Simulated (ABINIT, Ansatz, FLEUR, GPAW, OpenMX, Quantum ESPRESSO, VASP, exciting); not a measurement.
**One calculation of Cu, 9 ways**

```
CELL_PARAMETERS angstrom
-0.00858 1.79575 1.80169
1.82295 -0.02405 1.81716
1.79533 1.78360 0.00357
ATOMIC_POSITIONS crystal
Cu 0.00146 0.97571 0.02932
```

The given cell was strained at random by a few per cent at fixed volume.

Alike in all runs: task single point; functional PBE; k mesh 13 × 13 × 13; occupations fermi-dirac, width 0.05 eV; no spin polarisation; no spin-orbit coupling. Pressure is positive in compression and, in plane waves, holds the error of the finite cutoff, which Ansatz's Pulay term estimates and takes out.

```tsv
program and potentials	plane-wave cutoff (eV)	notes	pressure (GPa)	energy over the undisturbed cell (meV/atom)
VASP, PBE PAW files Cu, 520 eV	520	11 valence electrons an atom on average	?	-
Quantum ESPRESSO, SSSP 1.3 efficiency PBE	748	11 valence electrons an atom on average	1.32	1.56
FLEUR, all-electron, FLAPW	-	-	-	1.55
ABINIT, JTH PAW PBE v2.0	707	19 valence electrons an atom on average	1.62	1.51
OpenMX, OpenMX 2013 PBE set, Cu6.0H-s3p2d2, grid cutoff 500 Ry	-	atomic basis; 19 valence electrons an atom on average	4.60	-
exciting, all-electron LAPW+lo, shipped species files, valence relativity iora*	-	-	-	1.52
GPAW, GPAW PAW data sets (gpaw-data 1.2.1)	600	11 valence electrons an atom on average; this data set often lies off other programs	3.13	1.60
Ansatz, all-electron LAPW, scalar-relativistic	-	-	1.71	-
Ansatz, Ansatz PAW (earlier soft set)	420	19 valence electrons an atom on average; Pulay term of +0.12 GPa included	1.63	1.56
```

Problem. Estimate from the other rows what the run with VASP, PBE PAW files Cu, 520 eV gave.

Solution. Pressure 2.25 GPa. The other rows, which needn't bracket it: pressure 1.32 to 4.60; energy over the undisturbed cell 1.51 to 1.60.
